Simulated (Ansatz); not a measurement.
The system is Se.

```
Se
1.0
     4.36620    0.00000    0.00000
    -2.18310    3.78124    0.00000
     0.00000    0.00000    4.95360
Se
3
Cartesian
  1.6910 2.9289 0.0000
  -0.4921 0.8523 3.3024
  0.9841 0.0000 1.6512
```

```yaml
Program: Ansatz 0.2.0
Task: relaxation of cell and atoms
Functional: PBE
Dispersion: D3(BJ)-ATM
Potentials_or_basis: Ansatz PAW
Cutoff: "420 eV (not typed: the program's choice for these potentials)"
k_mesh: 7 × 7 × 6
Occupations: fermi-dirac, width 0.05 eV
Spin: no spin polarisation
```

At the start: volume 27.26 Å³/atom.

Problem. How do energy, volume and symmetry change on relaxing?

Solution. It ends after 6 steps and the volume is 24.74 Å³/atom (-9.2 %); space group P3_121 (No. 152, to 0.05 Å).

The path:
| step | energy change (eV) | largest force (eV/Å) | volume (Å³) |
| --- | --- | --- | --- |
| 1 | 0.0000 | 0.4150 | 81.78 |
| 2 | -0.0399 | 0.1501 | 78.12 |
| 3 | -0.0626 | 0.0458 | 74.09 |
| 4 | -0.0629 | 0.0314 | 74.93 |
| 5 | -0.0638 | 0.0004 | 74.23 |
| 6 | -0.0633 | 0.0005 | 74.23 |

Final structure:
```
Se
1.0
     4.08799    0.00000    0.00000
    -2.04400    3.54031    0.00000
     0.00000    0.00000    5.12889
Se
3
Direct
  0.75437 0.75437 0.00000
  0.00000 0.24563 0.66667
  0.24563 0.00000 0.33333
```

Caveat: the plane-wave basis is chosen anew once the cell has moved, so the energies of steps on either side of that aren't comparable.
